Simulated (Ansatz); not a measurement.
Is this WC structure stable?

It was relaxed at this level from a measured cell (COD).

Computed with Ansatz 0.2.0, DFT PBE, scalar-relativistic, plane waves, PAW. Settings of the last relaxation (2-atom cell): 420 eV, 24×24×20 k points, Gaussian smearing of 0.10 eV, no spin polarisation.

```cif
data_structure
_symmetry_space_group_name_H-M 'P-6m2'
_symmetry_Int_Tables_number 187
_cell_length_a 2.9222
_cell_length_b 2.9222
_cell_length_c 2.8465
_cell_angle_alpha 90.000
_cell_angle_beta 90.000
_cell_angle_gamma 120.000
_cell_volume 21.05
loop_
_atom_site_label
_atom_site_type_symbol
_atom_site_symmetry_multiplicity
_atom_site_Wyckoff_symbol
_atom_site_fract_x
_atom_site_fract_y
_atom_site_fract_z
_atom_site_occupancy
W1 W 1 a 0.00000 0.00000 0.00000 1
C1 C 1 f 0.66667 0.33333 0.50000 1
```

The zero of energy is the elements' standard structures at the same level; no fitted shifts are applied.

**Question.** These tests were run: energy against the elements; random kick, then relaxation without symmetry; phonons at Γ; elastic tensor. What do they show?

**Answer.**

| test | result |
| --- | --- |
| energy against the elements | −0.15 eV/atom |
| random kick, then relaxation without symmetry | returns |
| phonons at Γ | lowest optical mode 565 cm⁻¹ |
| elastic tensor | least eigenvalue 237 GPa |

It fails none of these tests. Competing phases weren't compared here. Phonons away from Γ weren't computed.

Spin–orbit coupling, which can matter for W, is left out. The reference form of C is held partly by dispersion forces, which this level lacks. The kick test ran on a coarse mesh. The run for the phonons used a 24×24×20 k mesh and Fermi–Dirac smearing of 0.15 eV. The run for the elastic tensor used a 24×24×20 k mesh and Fermi–Dirac smearing of 0.15 eV.
